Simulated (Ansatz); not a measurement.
La:

```xyz
2
Lattice="3.7500 0.0000 0.0000 -1.8750 3.2476 0.0000 0.0000 0.0000 6.0700" Properties=species:S:1:pos:R:3 pbc="T T T"
La    1.8750    1.0825    4.5525
La    0.0000    2.1651    1.5175
```

This isn't the form of La at room conditions, which is double hcp.

```yaml
Program: Ansatz 0.2.0
Task: relaxation of cell and atoms
Functional: PBEsol
Potentials_or_basis: all-electron LAPW, scalar-relativistic
Basis_error_allowed: 0.001 eV/atom
k_mesh: 8 × 8 × 5
Occupations: fermi-dirac, width 0.05 eV
Spin: no spin polarisation
```

At the start: volume 36.96 Å³/atom.

Question: Where does the relaxation end?

Answer: Over 4 steps the energy falls by 10.0 meV/atom and the volume is 34.82 Å³/atom (-5.8 %); space group P6_3/mmc (No. 194, to 0.05 Å).

Step by step:
| step | energy change (eV) | largest force (eV/Å) | volume (Å³) |
| --- | --- | --- | --- |
| 1 | 0.0000 | 0.0000 | 73.92 |
| 2 | -0.0174 | 0.0000 | 71.14 |
| 3 | -0.0199 | 0.0000 | 69.64 |
| 4 | -0.0199 | 0.0000 | 69.64 |

Final structure:
```yaml
crystal:
  lattice:
    - [3.68249, 0.00000, 0.00000]
    - [-1.84124, 3.18913, 0.00000]
    - [0.00000, 0.00000, 5.92982]
  atoms:
    - { symbol: La, position: [0.66667, 0.33333, 0.75000] }
    - { symbol: La, position: [0.33333, 0.66667, 0.25000] }
```
